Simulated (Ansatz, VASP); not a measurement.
## One calculation of SiC (Moissanite), two programs

```xyz
4
Lattice="3.0760 0.0000 0.0000 -1.5380 2.6639 0.0000 0.0000 0.0000 5.0477" Properties=species:S:1:pos:R:3 pbc="T T T"
Si    0.0000    1.7759    0.0232
Si    1.5380    0.8880    2.5470
C     0.0000    1.7759    1.9202
C     1.5380    0.8880    4.4440
```

Alike in both runs: functional PBEsol; k mesh 12 × 12 × 6; no spin polarisation.

Ansatz relaxed the structure, and its values are those at the end. VASP's run is a single point on that final structure, the one shown.

|  | VASP | Ansatz |
| --- | --- | --- |
| version | VASP 6.6.1 | Ansatz 0.2.0 |
| potentials or method | VASP PAW PBE potentials, release 64 (Si, C) | scalar-relativistic, plane waves, PAW |
| plane-wave cutoff (eV) | 520 | 420 |
| occupations | gaussian, width 0.01 eV | fixed |
| valence electrons in the cell | 16 | 16 |

```csv
,VASP,Ansatz,Ansatz less VASP
gap on the k mesh at the Fermi level (eV),2.11,2.12,+0.011
least direct gap on the mesh (eV),3.85,3.86,+0.008
pressure (GPa),0.3,0.0,-0.35
```

Caveats: the PAW data sets were made with another functional, which shifts forces and pressure a little (VASP). A k mesh can miss the band edges.
